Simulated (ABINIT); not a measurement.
Here is an ABINIT 10.8.3 (patched build) calculation.

run.abi

```
# Pseudopotentials
pp_dirpath "./"
pseudos "Zr.upf, C.upf"

# Structure
acell 3*1.0 Angstrom
rprim
     0.0000000000     2.3650000000     2.3650000000
     2.3650000000     0.0000000000     2.3650000000
     2.3650000000     2.3650000000     0.0000000000
ntypat 2
znucl 40 6
natom 2
typat 1 2
chkprim 0
chksymtnons 0
tolsym 1.0e-6
xred
            1/2            1/2            1/2
            0.0            0.0            0.0

# Plane-wave basis
ecut 41.0
ecutsm 0.5

# k points
kptopt 1
ngkpt 8 8 8
nshiftk 1
shiftk 0.0 0.0 0.0

# Exchange and correlation
ixc -116133

# Bands and occupations
nband 12
occopt 3
tsmear 0.00183747

# SCF cycle
nstep 80
tolvrs 1.0e-12

# Output
iomode 3
prteig 0
prtebands 0
prtwf 0
prtden 0

# Relaxation
ionmov 2
optcell 2
ntime 50
tolmxf 2.0e-5
dilatmx 1.08
```

Potentials or basis: PseudoDojo NC SR PBEsol v0.4 stringent.

Command:

```console
$ mpirun --bind-to none -np 4 abinit run.abi > log 2>&1
```

Question: Estimate the relaxed cell.

Answer: a = 3.303 Å, b = 3.303 Å, c = 3.303 Å, α = 60.00°, β = 60.00°, γ = 60.00°.

Question: Estimate the relaxed volume.

Answer: 12.74 Å³/atom.

Final structure:
```yaml
crystal:
  lattice:
    - [0.00000, 2.33541, 2.33541]
    - [2.33541, 0.00000, 2.33541]
    - [2.33541, 2.33541, 0.00000]
  atoms:
    - { symbol: Zr, position: [0.50000, 0.50000, 0.50000] }
    - { symbol: C, position: [0.00000, 0.00000, 0.00000] }
```
